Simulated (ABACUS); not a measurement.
# Cr: single point with r2SCAN

Cr:

```
Cr
1.0
    -1.49434    1.54520    1.39322
     1.56967   -1.45096    1.37431
     1.40634    1.36296   -1.29897
Cr
1
Cartesian
  0.0000 0.0000 0.0000
```

This isn't the form of Cr at room conditions, which is bcc.

```json
{
  "Program": "ABACUS 3.10.1",
  "Task": "single point",
  "Functional": "r2SCAN",
  "Potentials or basis": "SG15 ONCV 1.2 PBE",
  "Cutoff": "1293 eV",
  "Density cutoff": "5170 eV",
  "Basis": "plane waves",
  "k mesh": "13 × 13 × 13",
  "Occupations": "fermi-dirac, width 0.05 eV",
  "Spin": "collinear spin, ferromagnetic start",
  "Starting moments": "[3.0] μB"
}
```

* Pressure: -13.4 GPa
* Band gap on the k mesh: none (metal or under the smearing width)
* Net moment: 0.00 μB per cell
* Absolute moment: 0.00 μB per cell

Stress tensor (GPa, compression positive):
```
-23.40   7.44  -5.73
  7.44 -17.14  -6.20
 -5.73  -6.20   0.22
```

It took 9.1 min on 4 MPI ranks on Intel(R) Xeon(R) 6975P-C (Granite Rapids) (shared host), peak memory 0.92 GiB a rank.

Caveat: the starting moments collapsed, and a magnetic state may lie lower; the potentials were made for another functional, which shifts forces and pressure.
